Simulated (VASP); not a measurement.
Here is a VASP 6.6.1 calculation.

The input INCAR:

```
SYSTEM = MnF2
PREC     = Accurate       ! precision mode
ENCUT    = 600            ! plane-wave cutoff, eV
EDIFF    = 1E-6           ! SCF threshold, eV
ISMEAR   = -1             ! smearing method
SIGMA    = 0.05           ! smearing width, eV
LREAL    = .FALSE.        ! projectors in reciprocal space
LASPH    = .TRUE.         ! aspherical terms in the spheres
NELM     = 120            ! most SCF steps
ALGO     = Normal         ! electronic algorithm
ISIF     = 3              ! what is computed and relaxed
LWAVE    = .FALSE.        ! write WAVECAR
LCHARG   = .FALSE.        ! write CHGCAR
ISPIN    = 2              ! spin polarisation
MAGMOM   = 4 4 0 0 0 0    ! initial moments
LORBIT   = 11             ! projections on sites
LMAXMIX  = 4              ! l up to which the mixer works
GGA      = PE             ! functional
IBRION   = 2              ! ionic algorithm
NSW      = 60             ! ionic steps
EDIFFG   = -0.005         ! ionic threshold
```

The input KPOINTS:

```
regular mesh
0
G
  5 5 6
  0 0 0
```

The input POSCAR:

```
MnF2
1.0
    4.8738000000      0.0000000000      0.0000000000
    0.0000000000      4.8738000000      0.0000000000
    0.0000000000      0.0000000000      3.3107000000
Mn F
2 4
Direct
    0.5000000000      0.5000000000      0.5000000000
    0.0000000000      0.0000000000      0.0000000000
    0.8053000000      0.1947000000      0.5000000000
    0.6947000000      0.6947000000      0.0000000000
    0.1947000000      0.8053000000      0.5000000000
    0.3053000000      0.3053000000      0.0000000000
```

Potentials or basis: VASP PAW PBE potentials, release 64 (Mn_pv, F).

The run is started by

```sh
$ cat potpaw_PBE.64/Mn_pv/POTCAR potpaw_PBE.64/F/POTCAR > POTCAR
$ mpirun -np 1 vasp_std > vasp.out
```

Problem. Predict the site moments.

Solution. Mn +4.60; F +0.09 μB.

Problem. Predict the relaxed volume.

Solution. 13.63 Å³/atom.

Problem. What does it give for the net moment?

Solution. 10.00 μB per cell.

Final structure:
```cif
data_structure
_symmetry_space_group_name_H-M 'P 1'
_symmetry_Int_Tables_number 1
_cell_length_a 4.9475
_cell_length_b 4.9475
_cell_length_c 3.3403
_cell_angle_alpha 90.000
_cell_angle_beta 90.000
_cell_angle_gamma 90.000
_cell_volume 81.76
loop_
_atom_site_label
_atom_site_type_symbol
_atom_site_fract_x
_atom_site_fract_y
_atom_site_fract_z
_atom_site_occupancy
Mn1 Mn 0.50000 0.50000 0.50000 1
Mn2 Mn 0.00000 0.00000 0.00000 1
F1 F 0.80522 0.19478 0.50000 1
F2 F 0.69478 0.69478 0.00000 1
F3 F 0.19478 0.80522 0.50000 1
F4 F 0.30522 0.30522 0.00000 1
```

Caveat: only a ferromagnetic start was run, and an antiferromagnetic order may lie lower in energy. PBE usually gives volumes a little too large and moduli too small.
